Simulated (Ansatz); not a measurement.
# TaS2 under changes of volume

One of the cells (18.984 Å³/atom); the others are scaled copies at fixed shape and fractional positions:

```
CELL_PARAMETERS angstrom
3.35000 0.00000 0.00000
-1.67500 2.90119 0.00000
0.00000 0.00000 5.86000
ATOMIC_POSITIONS crystal
Ta 0.00000 0.00000 0.00000
S 0.66667 0.33333 0.75000
S 0.33333 0.66667 0.25000
```

- Program: Ansatz 0.2.0
- Functional: PBE
- Potentials or basis: all-electron LAPW, scalar-relativistic
- Cutoff: 282 eV (chosen from the basis error)
- Basis error allowed: 0.001 eV/atom
- k mesh: 9 × 9 × 5
- Occupations: fermi-dirac, width 0.05 eV
- Spin: no spin polarisation

| volume (Å³/atom) | energy over the lowest point (meV/atom) | pressure (GPa) | largest force (eV/Å) |
| --- | --- | --- | --- |
| 17.845 | 136.31 | 20.2 | 2.391 |
| 18.225 | 93.47 | 16.1 | 1.976 |
| 18.605 | ? | ? | ? |
| 18.984 | 34.23 | 9.1 | 1.229 |
| 19.364 | 16.23 | 6.1 | 0.893 |
| 19.744 | 5.03 | 3.4 | 0.579 |
| 20.123 | 0.00 | 0.9 | 0.286 |

Problem. What does the run at 18.605 Å³/atom give?

Solution. Energy over the lowest point 59.72 meV/atom; pressure 12.5 GPa; largest force 1.589 eV/Å.

Worked out: A Birch-Murnaghan fit of order 3 (a polynomial in V^(-2/3)) to the other rows has its minimum at 20.27 Å³/atom, just outside them, with B0 = V·E''(V) = 122 GPa and B' = 4.0 at fixed shape and positions, which overstates the stiffness. It gives 59.70 meV/atom at 18.605 Å³/atom, against the run's 59.72, and -dE/dV = 12.4 GPa, against 12.5.

Energies are extrapolated to zero smearing.

Caveats: this functional lacks dispersion, which binds the layers, so the pressure and a relaxed spacing across them are unreliable; forces of over 1 eV/Å show positions far from the minimum, so gaps and moduli don't describe the material at rest (some runs).
